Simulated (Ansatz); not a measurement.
**SiS2: band gap under strain**

Aim: follow the gap of the known phase of SiS2 with 6 atoms a cell through these states: no strain; -5.5 % strain along z alone; +5.9 % equal strain in all directions. The table at the end shows which levels were run.

The runs shown are made with Ansatz 0.2.0. PAW datasets, plane waves. Computed at 0 K without zero-point motion; spin polarisation is off.

### 1 The structure to begin with

The unstrained cell was relaxed with r2SCAN+rVV10; in each strained cell the atoms were relaxed again with r2SCAN+rVV10. Names of k-points are those of the unstrained zone, where strain can split equivalent points. First state: no strain.

The symmetry is Ibam (No. 72, orthorhombic); conventional cell a = 5.487 Å, b = 9.636 Å, c = 5.523 Å, 24.34 Å³ an atom. Si has 4 S at 2.13 Å; S has 2 Si at 2.13 Å.

Coordinates:

```cif
data_structure
_symmetry_space_group_name_H-M 'P 1'
_symmetry_Int_Tables_number 1
_cell_length_a 6.1941
_cell_length_b 6.1941
_cell_length_c 6.1941
_cell_angle_alpha 127.421
_cell_angle_beta 77.872
_cell_angle_gamma 127.044
_cell_volume 146.01
loop_
_atom_site_label
_atom_site_type_symbol
_atom_site_fract_x
_atom_site_fract_y
_atom_site_fract_z
_atom_site_occupancy
Si1 Si 0.75000 0.75000 0.00000 1
Si2 Si 0.25000 0.25000 0.00000 1
S1 S 0.11778 0.21222 0.32999 1
S2 S 0.88222 0.78778 0.67001 1
S3 S 0.61778 0.28778 0.90556 1
S4 S 0.38222 0.71222 0.09444 1
```

### 2 No strain: PBE

Input file input.yaml:

```yaml
crystal:
  lattice:
    - [-2.7433908125, 4.8180676592, 2.7616510799]
    - [2.7433908125, -4.8180676592, 2.7616510799]
    - [2.7433908125, 4.8180676592, -2.7616510799]
  atoms:
    - { symbol: Si, position: [0.75, 0.75, 0.0] }
    - { symbol: Si, position: [0.25, 0.25, 0.0] }
    - { symbol: S, position: [0.1177775565, 0.2122162993, 0.3299938558] }
    - { symbol: S, position: [0.8822224435, 0.7877837007, 0.6700061442] }
    - { symbol: S, position: [0.6177775565, 0.2877837007, 0.9055612572] }
    - { symbol: S, position: [0.3822224435, 0.7122162993, 0.0944387428] }
kpoints:
  mp_grid: { grid: [6, 6, 6] }
  band_path:
    path:
      - [0.0, 0.0, 0.0]
      - [0.5, -0.5, 0.5]
      - [0.3310530906, -0.3310530906, 0.6689469094]
      - [-0.3310530906, 0.3310530906, 0.3310530906]
      - [0.3321356756, 0.3321356756, -0.3321356756]
      - [0.6678643244, -0.3321356756, 0.3321356756]
      - [0.0, 0.5, 0.0]
      - [0.25, 0.25, 0.25]
      - [0.5, 0.0, 0.0]
      - [0.270833, -0.270833, -0.270833]
      - [0.411458, 0.416667, -0.416667]
    npoints: 1
hamiltonian:
  xc: pbe
scf:
  occupations: { method: fermi_dirac, width: 0.02 }
  n_extra_bands: 5
output:
  forces: true
  stress: true
  eigenvalues: true
```

Started as:

```
> ansatz run input.yaml --threads 4 --pin off --max-ram 5529MiB --backend cpu --events-out ev --progress --plain --runs-dir out
```

The log of the run:

```text
Warning: RAYON_NUM_THREADS=4 ignored (pool sized by the plan → 4); use --threads N
scf.n_extra_bands = 5 over 16 filled bands (N_el = 32.0): the run solves 21 bands
Engine: ansatz 0.2.0, x86_64-unknown-linux-gnu
Pseudopotentials: kind: paw
Pseudopotential: Si, paw, valence charge 4, recommended cutoff 420 eV (normal), Si.paw.azcp
Pseudopotential: S, paw, valence charge 6, recommended cutoff 420 eV (normal), S.paw.azcp
Functional definition: PBE
  parameter kappa = 0.804
  parameter beta = 0.06672455060314922
  exchange = pbe_x(kappa = kappa, mu = beta*pi^2/3)
  correlation = pbe_c(beta = beta)
Crystal: 6 atoms, lattice volume = 146.012 Å³
Basis set: ecut = 420 eV, 2861 PW (Γ), exchange–correlation on 90×90×90 points (8 copies of the dense FFT grid, shifted against one another)
Bands: 21, of which v1, the nominal top of the filled ones, is band 16 counted from 1 (15 counted from 0)
Symmetry: 8 space group operations
Space group: Ibam (ITA 72), of the structure as read, at distance tolerance 5.3e-5 Å
k-points: 46 of 216
Non-local potential: Si, projectors of the file, l = 0: 2, l = 1: 2, l = 2: 2
Non-local potential: S, projectors of the file, l = 0: 2, l = 1: 2, l = 2: 2
PAW form: soft (Blöchl's): semilocal exchange-correlation on the pseudo side does not see the compensation charge
PAW one-centre angular grid: Si, 110 points (default); XC on 64 Gauss nodes
PAW one-centre angular grid: S, 110 points (default); XC on 64 Gauss nodes
Initial density: superposition of atomic densities (neutral atoms: chi_scale 0, normalization atom), corrected by the library's trained network
Initial wavefunctions: pseudopotential atomic-orbital guess
Functional: x = pbe(κ = 0.804, μ = 0.2195149727645171), c = pbe(β = 0.06672455060314922)
SCF iter   1: F=—  HF=-4883.796957 eV  |F-HF|=—  |Δ(HF+E_count)|=         —  Δρ=1.17e-3  dr2=1.09e-3  ethr=1.77e-3  ⟨swp⟩=8.2  Hψ=6313  notcnv=0
preconditioner: auto → Resta (q_TF=auto, 2.118 Å⁻¹)  ε∞=4.0  [insulator: Δε(μ)=2.780 eV  Ē_g=9.993 eV  σ=0.020 eV  W_gap=1.00  n_scr=22 (ndim 8)  ℏωp=17.4 eV  f_vac=0.009  D(μ)=0.00/eV (n_scr^D=0)  ε∞_Penn≈4.0]
SCF iter   2: F=—  HF=-4883.793281 eV  |F-HF|=—  |Δ(HF+E_count)|=   3.68e-3  Δρ=6.46e-4  dr2=3.75e-4  ethr=3.40e-6  ⟨swp⟩=2.2  Hψ=2121  notcnv=0  defer=43
SCF iter   3: F=—  HF=-4883.794178 eV  |F-HF|=—  |Δ(HF+E_count)|=   8.97e-4  Δρ=1.95e-4  dr2=1.27e-4  ethr=1.17e-6  ⟨swp⟩=2.4  Hψ=1760  notcnv=0  defer=43
SCF iter   4: F=—  HF=-4883.794161 eV  |F-HF|=—  |Δ(HF+E_count)|=   1.71e-5  Δρ=8.01e-5  dr2=1.51e-5  ethr=3.98e-7  ⟨swp⟩=2.5  Hψ=1427  notcnv=0  defer=43
SCF iter   5: F=—  HF=-4883.794219 eV  |F-HF|=—  |Δ(HF+E_count)|=   5.79e-5  Δρ=1.08e-5  dr2=2.19e-7  ethr=4.73e-8  ⟨swp⟩=2.0  Hψ=1458  notcnv=0  defer=43
SCF iter   6: F=-4883.794220 eV  HF=-4883.794220 eV  |F-HF|=7.60e-9  |Δ(HF+E_count)|=   6.14e-7  Δρ=3.43e-6  dr2=2.45e-8  ethr=3.13e-10  ⟨swp⟩=9.6  Hψ=4904  notcnv=0
SCF 1 converged in 6 iterations: F = -4883.794220 eV  dr2 = 2.45e-8
NSCF: frozen V_eff on 11 k-points
SCF converged after 6 iterations
Free energy (F): -4883.794220 eV
Harris-Foulkes:  -4883.794220 eV  (|F-HF|=7.60e-9)
Internal energy: -4883.794220 eV  (E = F + TS)
E sigma→0 (E₀):  -4883.794220 eV
Fermi energy:    4.450956 eV
--- Per-component energies (eV) ---
  E_band       = -79.289327
  E_kinetic    = 514.845567
  E_local      = -832.073006  (includes V_loc(G=0)·N_el)
  E_nonlocal   = 164.132654
  E_hartree    = 272.054942
  E_xc         = -500.520288
  E_vxc        = -445.287375  (∫ρ·V_xc dr)
  E_paw        = -3426.930299  (= ΣΔE_a)
  E_vpaw       = -25.016755  (= ΣTr[D̂ρ^β])
  E_aug_tail   = 0.000017  (compensation charges beyond the density's cutoff)
  E_ewald      = -1075.303807
  E_smearing   = -0.000000  (= −TS)
  E_closure    = -0.000000  (closes the sum)
  Σ components = -4883.794220   (vs F -4883.794220, Δ=0.00e0)
--- Forces (eV/Å), atoms counted from 1 ---
  atom   1  Si     0.00000000    -0.00000000    -0.00000000
  atom   2  Si    -0.00000000     0.00000000     0.00000000
  atom   3  S      0.15430495     0.15160917    -0.00000000
  atom   4  S     -0.15430495    -0.15160917     0.00000000
  atom   5  S     -0.15430495     0.15160917    -0.00000000
  atom   6  S      0.15430495    -0.15160917     0.00000000
  max |Σ_I F_I| component: 2.78e-17 eV/Å
--- Stress (GPa, compression-positive) ---
        2.365224      -0.000000      -0.000000
       -0.000000       2.354017       0.000000
       -0.000000       0.000000       2.581906
  P = ⅓ Tr σ = 2.4337 GPa (24.337 kbar)
--- Band table (eV; the first three rows and the last of 46) ---
  k-point 0: bands = ["-11.6328", "-9.4966", "-8.9358", "-8.8009", "-4.5294", "-2.9504", "-1.7345", "-0.9438", "-0.7317", "0.1789", "0.1856", "1.0144", "1.4223", "2.2739", "2.3281", "2.4878", "6.5392", "6.9625", "7.0577", "8.5354", "9.0507"]
  k-point 1: bands = ["-11.5990", "-9.4997", "-8.9773", "-8.8399", "-4.5339", "-2.8519", "-1.7606", "-0.8853", "-0.7505", "0.1306", "0.2609", "1.2075", "1.3618", "1.8767", "2.2561", "2.6721", "6.7970", "7.0564", "7.3885", "8.2871", "8.7904"]
  k-point 2: bands = ["-11.5271", "-9.5029", "-9.0856", "-8.8989", "-4.5423", "-2.6448", "-1.7719", "-0.9100", "-0.6230", "0.0245", "0.5262", "1.1325", "1.2180", "1.5521", "2.1557", "2.9319", "7.1013", "7.4794", "7.8355", "7.8821", "8.4047"]
  k-point 45: bands = ["-11.4678", "-9.5374", "-9.1680", "-8.9563", "-4.6768", "-2.4521", "-1.3714", "-0.5283", "-0.4234", "0.7008", "0.7491", "0.9020", "0.9975", "1.1078", "1.6502", "2.7653", "5.8396", "6.9227", "7.2014", "8.0179", "8.1541"]
```

It took 1.3 s on 4 threads of Intel Xeon 6975P-C (Granite Rapids), shared host; peak memory 0.55 GiB.

The PBE gap is 2.73 eV and indirect ((0.27, -0.27, -0.27) to (0.41, 0.42, -0.42)), with 3.07 eV as the least direct one.

Levels at the named points, in eV from the top of band v (v: the last filled band by count, c: the next):

| point | v−1 | v | c | c+1 |
| --- | --- | --- | --- | --- |
| Γ | -0.74 | -0.58 | 3.47 | 3.89 |
| X | -1.42 | -0.31 | 2.77 | 3.85 |
| F_0 | -0.91 | -0.05 | 3.44 | 3.98 |
| Σ_0 | -0.91 | -0.05 | 3.44 | 3.98 |
| Λ_0 | -0.98 | -0.88 | 2.88 | 3.68 |
| G_0 | -0.98 | -0.88 | 2.88 | 3.68 |

### 3 No strain: r2SCAN

input.yaml, as its differences from that of step 2:

```diff
@@ -29,5 +29,5 @@
 hamiltonian:
-  xc: pbe
+  xc: r2scan
 scf:
-  occupations: { method: fermi_dirac, width: 0.02 }
+  occupations: { method: fixed }
   n_extra_bands: 5
```

Started as:

```
> ansatz run input.yaml --threads 4 --pin off --max-ram 5529MiB --backend cpu --events-out ev --progress --plain --runs-dir out
```

The log of the run, shortened:

```text
Warning: RAYON_NUM_THREADS=4 ignored (pool sized by the plan → 4); use --threads N
scf.n_extra_bands = 5 over 16 filled bands (N_el = 32.0): the run solves 21 bands
[...]
[... 1 set-up line as earlier in the session ...]
Pseudopotential: Si, paw, valence charge 4, recommended cutoff 500 eV (meta_gga), Si.paw.azcp
Pseudopotential: S, paw, valence charge 6, recommended cutoff 500 eV (meta_gga), S.paw.azcp
Functional definition: r2SCAN
[...]
Crystal: 6 atoms, lattice volume = 146.012 Å³
Basis set: ecut = 500 eV, 3717 PW (Γ), exchange–correlation on 192×192×192 points (64 copies of the dense FFT grid, shifted against one another)
Bands: 21, of which v1, the nominal top of the filled ones, is band 16 counted from 1 (15 counted from 0)
[... 2 set-up lines as earlier in the session ...]
k-points: 46 of 216
[...]
NSCF: frozen V_eff on 11 k-points
SCF converged after 7 iterations
Free energy (F): -4905.924092 eV
[...]
E sigma→0 (E₀):  -4905.924092 eV
Fermi energy:    2.792385 eV
[...]
--- Forces (eV/Å), atoms counted from 1 ---
  atom   1  Si     0.00000000    -0.00000000    -0.00000000
  atom   2  Si    -0.00000000     0.00000000     0.00000000
  atom   3  S     -0.04924420    -0.04460062     0.00000000
  atom   4  S      0.04924420     0.04460062    -0.00000000
  atom   5  S      0.04924420    -0.04460062    -0.00000000
  atom   6  S     -0.04924420     0.04460062     0.00000000
[...]
--- Stress (GPa, compression-positive) ---
        0.599340      -0.000000      -0.000000
       -0.000000       0.582131       0.000000
       -0.000000       0.000000       0.421522
  P = ⅓ Tr σ = 0.5343 GPa (5.343 kbar)
--- Band table (eV; the first three rows and the last of 46) ---
  k-point 0: bands = ["-12.5611", "-10.3470", "-9.7417", "-9.5992", "-5.0035", "-3.3772", "-2.1611", "-1.3507", "-1.1374", "-0.1634", "-0.1544", "0.6709", "1.0993", "1.9845", "2.0408", "2.2037", "6.6253", "7.1328", "7.3788", "8.7616", "9.2850"]
[...]
```

Run time: 3.1 s. Hardware: 4 threads of Intel Xeon 6975P-C (Granite Rapids), shared host; peak memory 1 GiB.

r2SCAN gives an indirect gap of 3.12 eV, from (0.27, -0.27, -0.27) to (0.41, 0.42, -0.42); the least direct gap is 3.49 eV.

Stress along x, y, z: 0.60, 0.58, 0.42 GPa (compression positive).

### 4 No strain: HSE06

input.yaml, as its differences from that of step 3:

```diff
@@ -13,3 +13,3 @@
 kpoints:
-  mp_grid: { grid: [6, 6, 6] }
+  mp_grid: { grid: [4, 4, 4] }
   band_path:
@@ -29,3 +29,3 @@
 hamiltonian:
-  xc: r2scan
+  xc: hse06
 scf:
```

Started as:

```
> ansatz run input.yaml --threads 4 --pin off --max-ram 5529MiB --backend cpu --events-out ev --progress --plain --runs-dir out
```

The log of the run, shortened:

```text
Warning: output.stress: scf.convergence.dr2_threshold = 1e-7 eV (the SCF's general default) is looser than the 6e-10 eV advised for a printed stress (1e-10 eV for each atom of the cell: 6). What an SCF threshold leaves in a stress goes as its square root, and in the free energy as the [...]
Warning: output.stress: scf.exx.energy_threshold = 1e-6 eV is looser than the 6e-8 eV advised for a stress under a hybrid functional (1e-8 eV for each atom of the cell: 6). Every SCF of the exchange loop can meet its threshold on dr2 while the loop round them stops early: no threshold on [...]
Warning: RAYON_NUM_THREADS=4 ignored (pool sized by the plan → 4); use --threads N
scf.n_extra_bands = 5 over 16 filled bands (N_el = 32.0): the run solves 21 bands
[...]
[... 3 set-up lines as earlier in the session ...]
Functional definition: HSE06
[...]
davidson cushion auto → on  (no smearing: the cushion is to keep the highest requested band from converging to the state above it; pin scf.eigensolver.cushion to override)
[...]
NSCF: frozen V_eff on 11 k-points
hybrid SCF converged: 2 outer / 11 inner (+2 warm-up), last move |dexx| = 2.22e-7 eV, tail = 2.85e-9 eV
Stability not checked: this state was not tested for a lower state beside it, because the functional holds exact exchange (a hybrid, or Hartree-Fock), whose exchange loop this test does not read (fock_operator; see scf.lower_state_search)
Free energy (F): -4887.108174 eV
Frozen-core exchange: fock
[...]
E sigma→0 (E₀):  -4887.108174 eV
Fermi energy:    2.358060 eV
[...]
--- Forces (eV/Å), atoms counted from 1 ---
  atom   1  Si     0.00000000    -0.00000000    -0.00000000
  atom   2  Si    -0.00000000     0.00000000     0.00000000
  atom   3  S     -0.16481449    -0.15503424     0.00000000
  atom   4  S      0.16481449     0.15503424    -0.00000000
  atom   5  S      0.16481449    -0.15503424    -0.00000000
  atom   6  S     -0.16481449     0.15503424     0.00000000
[...]
--- Stress (GPa, compression-positive) ---
        0.628404      -0.000000      -0.000000
       -0.000000       0.721215       0.000000
       -0.000000       0.000000       0.576230
  P = ⅓ Tr σ = 0.6419 GPa (6.419 kbar)
--- Band table (eV; the first three rows and the last of 18) ---
  k-point 0: bands = ["-13.6949", "-11.3709", "-10.7724", "-10.6242", "-5.7934", "-4.1197", "-2.7649", "-1.8566", "-1.6372", "-0.7347", "-0.7302", "0.1145", "0.7220", "1.5596", "1.6243", "1.7321", "6.8463", "7.4641", "7.5145", "9.0540", "9.5918"]
[...]
```

It took 39 s on 4 threads of Intel Xeon 6975P-C (Granite Rapids), shared host; peak memory 2.3 GiB.

HSE06 gives an indirect gap of 3.83 eV, from (0.27, -0.27, -0.27) to (0.41, 0.42, -0.42); the least direct gap is 4.23 eV.

### 5 -5.5 % strain along z alone: PBE

Space group Ibam (No. 72), orthorhombic; conventional cell a = 5.487 Å, b = 9.636 Å, c = 5.222 Å, 23.01 Å³ an atom. Si has 4 S at 2.11 Å; S has 2 Si at 2.11 Å.

Input file input.yaml:

```yaml
crystal:
  lattice:
    - [-2.7433908125, 4.8180676592, 2.6108649309]
    - [2.7433908125, -4.8180676592, 2.6108649309]
    - [2.7433908125, 4.8180676592, -2.6108649309]
  atoms:
    - { symbol: Si, position: [0.75, 0.75, 0.0] }
    - { symbol: Si, position: [0.25, 0.25, 0.0] }
    - { symbol: S, position: [0.1206809273, 0.2168550175, 0.3375359448] }
    - { symbol: S, position: [0.8793190727, 0.7831449825, 0.6624640552] }
    - { symbol: S, position: [0.6206809273, 0.2831449825, 0.9038259097] }
    - { symbol: S, position: [0.3793190727, 0.7168550175, 0.0961740903] }
kpoints:
  mp_grid: { grid: [6, 6, 6] }
  band_path:
    path:
      - [0.0, 0.0, 0.0]
      - [0.5, -0.5, 0.5]
      - [0.3310530906, -0.3310530906, 0.6689469094]
      - [-0.3310530906, 0.3310530906, 0.3310530906]
      - [0.3321356756, 0.3321356756, -0.3321356756]
      - [0.6678643244, -0.3321356756, 0.3321356756]
      - [0.0, 0.5, 0.0]
      - [0.25, 0.25, 0.25]
      - [0.5, 0.0, 0.0]
      - [0.286458, -0.286458, -0.286458]
      - [0.401042, 0.401042, -0.401042]
    npoints: 1
hamiltonian:
  xc: pbe
scf:
  occupations: { method: fermi_dirac, width: 0.02 }
  n_extra_bands: 5
output:
  forces: true
  stress: true
  eigenvalues: true
```

Started as:

```
> ansatz run input.yaml --threads 4 --pin off --max-ram 5529MiB --backend cpu --events-out ev --progress --plain --runs-dir out
```

The log of the run:

```text
Warning: RAYON_NUM_THREADS=4 ignored (pool sized by the plan → 4); use --threads N
scf.n_extra_bands = 5 over 16 filled bands (N_el = 32.0): the run solves 21 bands
[... 9 set-up lines as earlier in the session ...]
Crystal: 6 atoms, lattice volume = 138.040 Å³
Basis set: ecut = 420 eV, 2709 PW (Γ), exchange–correlation on 90×90×90 points (8 copies of the dense FFT grid, shifted against one another)
Bands: 21, of which v1, the nominal top of the filled ones, is band 16 counted from 1 (15 counted from 0)
[... 1 set-up line as earlier in the session ...]
Space group: Ibam (ITA 72), of the structure as read, at distance tolerance 5.2e-5 Å
k-points: 46 of 216
[... 8 set-up lines as earlier in the session ...]
SCF iter   1: F=—  HF=-4883.515219 eV  |F-HF|=—  |Δ(HF+E_count)|=         —  Δρ=1.36e-3  dr2=1.73e-3  ethr=1.77e-3  ⟨swp⟩=8.3  Hψ=6168  notcnv=0
preconditioner: auto → Resta (q_TF=auto, 2.138 Å⁻¹)  ε∞=4.1  [insulator: Δε(μ)=2.697 eV  Ē_g=10.170 eV  σ=0.020 eV  W_gap=1.00  n_scr=22 (ndim 8)  ℏωp=17.9 eV  f_vac=0.005  D(μ)=0.00/eV (n_scr^D=0)  ε∞_Penn≈4.1]
SCF iter   2: F=—  HF=-4883.510656 eV  |F-HF|=—  |Δ(HF+E_count)|=   4.56e-3  Δρ=7.40e-4  dr2=6.29e-4  ethr=5.41e-6  ⟨swp⟩=2.1  Hψ=2104  notcnv=0  defer=42
SCF iter   3: F=—  HF=-4883.511425 eV  |F-HF|=—  |Δ(HF+E_count)|=   7.70e-4  Δρ=2.45e-4  dr2=1.56e-4  ethr=1.96e-6  ⟨swp⟩=2.0  Hψ=1538  notcnv=0  defer=42
SCF iter   4: F=—  HF=-4883.511452 eV  |F-HF|=—  |Δ(HF+E_count)|=   2.62e-5  Δρ=1.01e-4  dr2=2.60e-5  ethr=4.87e-7  ⟨swp⟩=2.3  Hψ=1475  notcnv=0  defer=42
SCF iter   5: F=—  HF=-4883.511528 eV  |F-HF|=—  |Δ(HF+E_count)|=   7.65e-5  Δρ=1.29e-5  dr2=3.48e-7  ethr=8.13e-8  ⟨swp⟩=2.0  Hψ=1446  notcnv=0  defer=42
SCF iter   6: F=-4883.511529 eV  HF=-4883.511529 eV  |F-HF|=7.76e-9  |Δ(HF+E_count)|=   7.62e-7  Δρ=4.20e-6  dr2=3.93e-8  ethr=3.13e-10  ⟨swp⟩=9.2  Hψ=5008  notcnv=0
SCF 1 converged in 6 iterations: F = -4883.511529 eV  dr2 = 3.93e-8
NSCF: frozen V_eff on 11 k-points
SCF converged after 6 iterations
Free energy (F): -4883.511529 eV
Harris-Foulkes:  -4883.511529 eV  (|F-HF|=7.76e-9)
Internal energy: -4883.511529 eV  (E = F + TS)
E sigma→0 (E₀):  -4883.511529 eV
Fermi energy:    4.929631 eV
--- Per-component energies (eV) ---
  E_band       = -65.685442
  E_kinetic    = 518.699287
  E_local      = -795.538306  (includes V_loc(G=0)·N_el)
  E_nonlocal   = 164.825858
  E_hartree    = 259.414825
  E_xc         = -502.045010
  E_vxc        = -447.311751  (∫ρ·V_xc dr)
  E_paw        = -3427.148948  (= ΣΔE_a)
  E_vpaw       = -25.189483  (= ΣTr[D̂ρ^β])
  E_aug_tail   = 0.000017  (compensation charges beyond the density's cutoff)
  E_ewald      = -1101.719251
  E_smearing   = -0.000000  (= −TS)
  E_closure    = -0.000000  (closes the sum)
  Σ components = -4883.511529   (vs F -4883.511529, Δ=0.00e0)
--- Forces (eV/Å), atoms counted from 1 ---
  atom   1  Si     0.00000000    -0.00000000    -0.00000000
  atom   2  Si    -0.00000000     0.00000000     0.00000000
  atom   3  S      0.17447592     0.17129794    -0.00000000
  atom   4  S     -0.17447592    -0.17129794     0.00000000
  atom   5  S     -0.17447592     0.17129794     0.00000000
  atom   6  S      0.17447592    -0.17129794     0.00000000
  max |Σ_I F_I| component: 2.78e-17 eV/Å
--- Stress (GPa, compression-positive) ---
        2.647385      -0.000000      -0.000000
       -0.000000       2.958243       0.000000
       -0.000000       0.000000      10.309353
  P = ⅓ Tr σ = 5.3050 GPa (53.050 kbar)
--- Band table (eV; the first three rows and the last of 46) ---
  k-point 0: bands = ["-11.4104", "-8.9905", "-8.5705", "-8.4409", "-3.7601", "-2.8374", "-1.5448", "-0.4140", "-0.1655", "0.4115", "0.5419", "1.2802", "2.3225", "2.6716", "2.7892", "3.0529", "6.8403", "7.5921", "8.0442", "8.9512", "9.0019"]
  k-point 1: bands = ["-11.3738", "-8.9943", "-8.6247", "-8.4810", "-3.7666", "-2.7122", "-1.5710", "-0.3468", "-0.1827", "0.4465", "0.5449", "1.4987", "2.2338", "2.2690", "2.6739", "3.2220", "7.1194", "7.6960", "8.4309", "8.6234", "8.8100"]
  k-point 2: bands = ["-11.2955", "-8.9975", "-8.7638", "-8.5373", "-3.7788", "-2.4614", "-1.5589", "-0.3607", "-0.0391", "0.3672", "0.8243", "1.4590", "1.8691", "2.0263", "2.5261", "3.4608", "7.7655", "7.8409", "8.1221", "8.3801", "9.1061"]
  k-point 45: bands = ["-11.2265", "-9.0008", "-8.8772", "-8.6343", "-3.9365", "-2.2071", "-1.0646", "0.0840", "0.1789", "0.7987", "0.9232", "1.3065", "1.3688", "1.8657", "2.1084", "3.3814", "6.3480", "7.2392", "7.2993", "8.4131", "8.7387"]
```

Wall time 1.2 s (4 threads of Intel Xeon 6975P-C (Granite Rapids), shared host); peak memory 0.54 GiB.

The PBE gap is 2.61 eV and indirect ((0.29, -0.29, -0.29) to (0.40, 0.40, -0.40)), with 2.97 eV as the least direct one.

Levels at the named points, in eV from the top of band v (v: the last filled band by count, c: the next):

| point | v−1 | v | c | c+1 |
| --- | --- | --- | --- | --- |
| Γ | -0.81 | -0.54 | 3.24 | 3.99 |
| X | -1.49 | -0.22 | 2.75 | 3.64 |
| F_0 | -1.09 | -0.02 | 3.45 | 3.87 |
| Σ_0 | -1.09 | -0.02 | 3.45 | 3.87 |
| Λ_0 | -0.92 | -0.80 | 2.78 | 4.15 |
| G_0 | -0.92 | -0.80 | 2.78 | 4.15 |

[end of part 1 of 2]
